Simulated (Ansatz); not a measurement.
System: rock-salt LiI. Method: revPBE (Ansatz, a program for electronic structure, plane waves, PAW).

Settings: plane-wave cutoff 520 eV, 10×10×10 k mesh, Fermi–Dirac smearing 0.01 eV, scalar-relativistic PAW data made under PBE.

Response to compression and expansion:

```tsv
V (Å³/atom)	P (GPa)	direct gap at Γ (eV)	smallest gap on the k mesh (eV)
27.043	1.20	4.434	4.425
27.618	0.75	4.354	4.346
28.193	0.35	4.279	4.272
28.769	0.00	4.209	4.202
29.344	-0.32	4.142	4.136
29.919	-0.61	4.080	4.074
30.495	-0.86	4.020	4.015
```

A straight line through the gaps at Γ against ln V gives a volume deformation potential dE_g(Γ)/d ln V of -3.4 eV: the gap at Γ widens under compression.

Measured, for comparison: band gap 6.4 eV (temperature not stated, not corrected to a static lattice, our sources range from 6.10 to 6.40; as tabulated in Aguado et al. (1998), arXiv:cond-mat/9809176).

Spin–orbit coupling is not included; with these elements it can move the gap by several tenths of an eV or more.
